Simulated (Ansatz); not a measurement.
# BaS (rocksalt): equation of state and elastic constants

Aim: the bulk modulus of BaS (rocksalt) from energies at several volumes around the relaxed one, then the elastic tensor.

Method: DFT PBE, scalar-relativistic, plane waves, PAW, in Ansatz 0.2.0.

1 further run of the same task is left out (it didn't finish).

## Step 1: The system as given

It takes space group Fm-3m (No. 225, cubic). Conventional cell: a = 6.428 Å, b = 6.428 Å, c = 6.428 Å, α = 90.00°, β = 90.00°, γ = 90.00°. Ba (site symmetry m-3m) has 6 S at 3.21 Å as nearest neighbours. Around S (site symmetry m-3m) lie 6 Ba at 3.21 Å.

As a file:

```
CELL_PARAMETERS angstrom
0.00000 3.21420 3.21420
3.21420 0.00000 3.21420
3.21420 3.21420 0.00000
ATOMIC_POSITIONS crystal
Ba 0.50000 0.50000 0.50000
S 0.00000 0.00000 0.00000
```

An earlier run at PBE left this cell at 33.206 Å³/atom and 0.00 GPa (10×10×10 mesh).

Volume factors to run: 0.980, 1.020, 0.960, 1.040, 1.070, 1.100, 0.945.

## Step 2: Scaling the volume by 0.980

File input.yaml:

```yaml
crystal:
  lattice:
    - [0.0, 3.1926318124, 3.1926318124]
    - [3.1926318124, 0.0, 3.1926318124]
    - [3.1926318124, 3.1926318124, 0.0]
  atoms:
    - { symbol: Ba, position: [0.5, 0.5, 0.5] }
    - { symbol: S, position: [0.0, 0.0, 0.0] }
basis:
  ecutwfc: 420
  ecutrho_ratio: 4
kpoints:
  mp_grid: { grid: [10, 10, 10] }
hamiltonian:
  xc: pbe
scf:
  occupations: { method: gaussian, width: 0.05 }
output:
  forces: true
  stress: true
  eigenvalues: true
```

Launch:

```
$ ansatz run input.yaml --threads 4 --pin off --max-ram 7168MiB --backend cpu --events-out ev --progress --plain --runs-dir out
```

After this run come: Scaling the volume by 1.020; At 0.960 of the relaxed volume; Volume × 1.040; Volume × 1.070; Scaling the volume by 1.100; Volume × 0.945; The elastic tensor from strained cells.

**Question.** What will these runs give? Wanted: V0; B0; B0′; scatter of the fit; C11, C12, C44; K, G, E; Poisson's ratio.

**Answer**, as computed:

```
          quantity           value
                V0  33.206 Å³/atom
                B0          42 GPa
               B0′             4.5
scatter of the fit  0.000 meV/atom
     C11, C12, C44  90, 18, 19 GPa
    K, G, E (Hill)  42, 24, 61 GPa
   Poisson's ratio            0.26
```

In words: The fitted minimum lies at 33.21 Å³/atom, and the bulk modulus is 42 GPa. One per cent of compression takes about 0.42 GPa. The gap on the mesh opens from 2.15 to 2.34 eV as the cell expands over this range. All eigenvalues of the tensor are positive, so the cell is mechanically stable. K/G = 1.71 lies under Pugh's 1.75, an empirical mark of brittle behaviour drawn from metals, and the universal anisotropy index of 0.54 is moderate. The bulk moduli from the tensor and from the fit agree within 1 %. These are values at 0 K without zero-point motion.
